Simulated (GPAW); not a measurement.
Runs of GPAW 26.7.0 on PbSe (Clausthalite). The structure is cubic, space group Fm-3m (No. 225). The conventional cell has a = 6.121 Å, b = 6.121 Å, c = 6.121 Å, α = 90.00°, β = 90.00°, γ = 90.00°. Around Pb (site symmetry m-3m) lie 6 Se at 3.06 Å. Around Se (site symmetry m-3m) lie 6 Pb at 3.06 Å. 

| task | level | potentials or basis | cell | k mesh | cutoff (eV) | smearing | maxiter | convergence | displacement | relaxed first | random start of the orbitals | other keys | mesh quality | gap on the mesh (eV) | pressure (GPa) |
| --- | --- | --- | --- | --- | --- | --- | --- | --- | --- | --- | --- | --- | --- | --- | --- |
| Born charges | PBEsol+D4 | PAW data sets generated in the run's folder for this functional, pw | atoms relaxed | 4 × 4 × 4 | 510 | fermi-dirac 0.01 eV | 150 | density=1e-06 eigenstates=1e-09 | 0.02 | ions | - | - | coarse | 0.16 | -2.1 |
| Born charges | LDA | PAW data sets generated in the run's folder for this functional, pw | relaxed | 5 × 5 × 5 | 510 | fermi-dirac 0.01 eV | 100 | density=1e-06 eigenstates=1e-09 | 0.02 | cell | yes | several, not listed | coarse | - | 0.0 |
| single point | PBEsol | PAW data sets generated in the run's folder for this functional, pw | as given | 8 × 8 × 8 | 600 | gaussian 0.05 eV | 150 | - | - | - | - | - | not flagged | 0.15 | -0.7 |
| relaxation of cell and atoms | BLYP+D3(BJ) | PAW data sets generated in the run's folder for this functional, pw | relaxed to -2 GPa | 8 × 8 × 8 | 600 | fermi-dirac 0.05 eV | 150 | density=1e-05 forces=0.0001 | - | - | - | - | not flagged | (a) | -2.0 |

Alike in all rows: no spin polarisation.

Q: Estimate the missing entries.

A: (a) 0.56.

Caveats: some runs use coarse meshes; spin-orbit coupling is left out, which as a rule narrows the gap of such compounds by several tenths of an eV (some runs); the cutoff is short for stress and forces, so pressures can be off by a GPa or more (some runs); the LO-TO splitting is left out (some runs); some modes are imaginary (some runs); later steps reuse the first step's grids (some runs).

A k mesh can miss the band edges, and the runs leave out spin-orbit coupling on Pb, Se.

Runs at the PBE level aren't shown here.
